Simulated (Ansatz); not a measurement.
Phases of Hg at 2.1 GPa

Structure types of Hg are relaxed in primitive cells with their symmetry kept at 2.1 GPa, first on PAW files, then by LAPW. The enthalpy is E + pV at zero temperature, without zero-point motion. Only the types listed were tried, and differences under about 5 meV/atom are mesh noise. Not among the end structures: fcc, which may lie lower.

All numbers are PBE results (scalar-relativistic) from Ansatz 0.2.0, with Fermi–Dirac smearing of 0.08 eV, no spin polarisation. Methods: LAPW: all electrons, basis error target 0.5 meV/atom; PAW: frozen-core files, cutoff 420 eV.

k meshes: bcc 15×15×15, hcp 13×13×7, simple hexagonal 14×14×13, diamond 11×11×11, beta tin 14×14×14.

Spin–orbit coupling is left out, which matters for the heavy atoms.

Which type is lowest in enthalpy, and by how much?

simple hexagonal, 2 meV/atom below bcc, which is within the noise of the k meshes. The whole table:

```tsv
start type	ends as	a, b, c (Å)	V (Å³/atom)	H − H(lowest), LAPW (meV/atom)	same, PAW
bcc	bcc, Im-3m	3.728, 3.728, 3.728	25.91	2.3	2.3
hcp	hcp, P6_3/mmc	3.348, 3.348, 5.370	26.07	8.2	8.2
simple hexagonal	simple hexagonal, P6/mmm	3.170, 3.170, 2.979	25.93	0.0	0.0
diamond	diamond, Fd-3m	6.656, 6.656, 6.656	36.86	265.3	264.9
beta tin	beta tin, I4_1/amd	5.838, 5.838, 3.104	26.45	10.8	10.8
```
